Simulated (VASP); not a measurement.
Write the native input for VASP 6.6.1 that does the following.

```yaml
Task: single point
Functional: PBE
Potentials_or_basis: VASP PAW PBE potentials, release 64 (Si)
Cutoff: 520 eV
k_mesh: 8 × 8 × 8
Occupations: gaussian, width 0.028 eV
Spin: no spin polarisation
Further_INCAR_settings: ALGO = Normal; EDIFF = 1e-07; NBANDS = 11
```

The structure of Si lies in POSCAR:

```
Si
1.0
    0.0000000000      2.7218511865      2.7218511865
    2.7218511865      0.0000000000      2.7218511865
    2.7218511865      2.7218511865      0.0000000000
Si
2
Direct
    0.5000000000      0.5000000000      0.5000000000
    0.7500000000      0.7500000000      0.7500000000
```

One way to write it, as run:

INCAR

```
PREC = Accurate
ENCUT = 520
EDIFF = 1E-7
ISMEAR = 0
SIGMA = 0.028000000000000004
LREAL = False
LASPH = True
NELM = 80
ALGO = Normal
ISIF = 2
LWAVE = False
LCHARG = True
GGA = PE
LELF = True
LVHAR = True
NBANDS = 11
```

KPOINTS

```
regular mesh
0
Gamma
  8 8 8
```

Potentials or basis: VASP PAW PBE potentials, release 64 (Si).

Command:

```console
$ cat potpaw_PBE.64/Si/POTCAR > POTCAR
$ mpirun -np 1 vasp_std > vasp.out
```

It gave:

The pressure is 1.3 GPa and the band gap on the k mesh is 0.63 eV, indirect (least direct gap 2.56 eV).

Wall time 15 s on 1 thread of Intel(R) Xeon(R) Platinum 8488C (Sapphire Rapids) (shared host), peak memory 0.15 GiB.
